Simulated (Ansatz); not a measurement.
## P: the change of phonon heat capacity and phonon entropy with temperature

Harmonic vibrational free energy, entropy and heat capacity at constant volume, per atom, from the force constants of a q mesh, imaginary modes left out; plane waves with PAW datasets, Gamma-centred k mesh. The results are calculated, by Ansatz 0.2.0.

Structure of every row (space group I-42d, No. 122):
```
CELL_PARAMETERS angstrom
-3.94180 3.94180 3.21320
3.94180 -3.94180 3.21320
3.94180 3.94180 -3.21320
ATOMIC_POSITIONS crystal
P 0.77667 0.02588 0.86954
P 0.15634 0.90714 0.13046
P 0.65714 0.40634 0.63046
P 0.77588 0.02667 0.36954
P 0.59366 0.22412 0.25080
P 0.97333 0.34286 0.74920
P 0.97412 0.84366 0.75080
P 0.09286 0.22333 0.24920
```

Settings of every row: functional PBE; dispersion none; spin none; wave cutoff 420 eV; k mesh 6x6x6; occupations fixed; smearing width 0 eV; pressure 0 GPa; phonon method linear response; q mesh 2x2x2.

Limits: phonon interpolation lacks quadrupole term; the cell comes from a prototype or a list of computed structures and needn't be the stable phase.

| row | temperature (K) | phonon heat capacity (kB/atom) | phonon entropy (kB/atom) | phonon free energy (meV/atom) |
| --- | --- | --- | --- | --- |
| 1 | 200 | 2.128 | 2.077 | 34.9 |
| 2 | 300 | 2.534 | 3.028 | 12.7 |
| 3 | 400 | 2.719 | 3.785 | -16.7 |
| 4 | 500 | 2.814 | 4.403 | -52.1 |
| 5 | 600 | ? | ? | ? |
| 6 | 700 | 2.902 | 5.366 | -136.7 |
| 7 | 800 | 2.924 | 5.755 | -184.6 |
| 8 | 900 | 2.94 | 6.1 | -235.7 |
| 9 | 1000 | 2.951 | 6.411 | -289.7 |

Question: what phonon heat capacity and phonon entropy should row 5 give?

Worked fit of phonon heat capacity. At high temperature a harmonic heat capacity falls short of its limit by a term in 1/T², so take t = (100 K / T)². The shown rows have t = 0.25, 0.11111, 0.0625, 0.04, 0.02041, 0.01562, 0.01235, 0.01. Least squares give phonon heat capacity = 2.997 − 4.7457 × t + 5.081 × t² kB/atom; a straight line predicts inner rows, each left out in turn, worse (root mean square 0.03 against 0.002 kB/atom). The rows lie off it by 0.000, 0.002, -0.001, -0.001, 0.000, 0.000, 0.001, 0.001. The constant, 2.997 kB/atom, is to be held against the harmonic limit of 3 k_B an atom. The withheld row has t = 0.02778, so the fit gives 2.997 − 4.7457 × (0.02778) + 5.081 × (0.02778)² = 2.869 kB/atom.

The calculation gave 2.868 kB/atom. The fit lies 0.001 kB/atom (0.12 % of the column's range) above it, one unit of the last digit.

Worked fit of phonon entropy. Entropy rises as the heat capacity times the change of ln T, so take t = ln(T / 300 K). The shown rows have t = -0.4055, 0, 0.2877, 0.5108, 0.8473, 0.9808, 1.0986, 1.204. Least squares give phonon entropy = 3.0475 + 2.51678 × t + 0.23947 × t² kB/atom; a straight line predicts inner rows, each left out in turn, worse (root mean square 0.057 against 0.015 kB/atom). The rows lie off it by 0.011, -0.019, -0.006, 0.007, 0.014, 0.009, -0.001, -0.014 (root mean square 0.011 kB/atom), a smooth pattern that one more power would take up: the form is only approximate. The slope at t = 0, 2.52 kB/atom, estimates the heat capacity at 300 K. The withheld row has t = 0.6931, so the fit gives 3.0475 + 2.51678 × (0.6931) + 0.23947 × (0.6931)² = 4.907 kB/atom.

The calculation gave 4.921 kB/atom. The fit lies 0.014 kB/atom (0.32 % of the column's range) below it; its largest miss of a shown row is 0.019 kB/atom.

The other values of row 5: phonon free energy -92.3 meV/atom.
